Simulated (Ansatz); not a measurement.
AlCu₃ under pressure

Level of theory: DFT PBEsol, scalar-relativistic, plane waves, PAW in Ansatz 0.2.0. Run with 420 eV cutoff, 12×12×8 k-mesh, Gaussian smearing of 0.10 eV, no spin polarisation.

The relaxed crystal:

```
Al Cu
1.0
     5.14073    0.00000    0.00000
    -2.57036    4.45200    0.00000
     0.00000    0.00000    4.17875
Al Cu
2 6
Direct
  0.66667 0.33333 0.25000
  0.33333 0.66667 0.75000
  0.33062 0.16531 0.75000
  0.83469 0.16531 0.75000
  0.83469 0.66938 0.75000
  0.66938 0.83469 0.25000
  0.16531 0.83469 0.25000
  0.16531 0.33062 0.25000
```

Cell and atoms are relaxed at each pressure within the symmetry of the start, at zero temperature, so transitions that lower the symmetry aren't seen. The k-mesh given is that at zero pressure and may differ at others. a, b and c are the lengths of the cell vectors above. ΔH is E + PV over the energy at zero pressure.

| P (GPa) | V (Å³/atom) | V/V0 | a (Å) | b (Å) | c (Å) | ΔH (eV/atom) |
| --- | --- | --- | --- | --- | --- | --- |
| -1 | 12.04 | 1.007 | 5.152 | 5.152 | 4.188 | -0.075 |
| 0 | 11.95 | 1.000 | 5.141 | 5.141 | 4.179 | 0.000 |
| 1 | ? | ? | ? | ? | ? | ? |
| 4 | 11.66 | 0.975 | 5.098 | 5.098 | 4.144 | 0.295 |
| 12 | ? | ? | ? | ? | ? | ? |
| 25 | 10.57 | 0.885 | 4.934 | 4.934 | 4.012 | 1.746 |

(1) What stands in the row for 1 GPa?

(2) What stands in the row for 12 GPa?

## Answers

(1) V 11.88 Å³/atom; V/V0 0.994; a 5.130 Å; b 5.130 Å; c 4.170 Å; ΔH 0.074 eV/atom.

(2) V 11.18 Å³/atom; V/V0 0.935; a 5.027 Å; b 5.027 Å; c 4.087 Å; ΔH 0.865 eV/atom.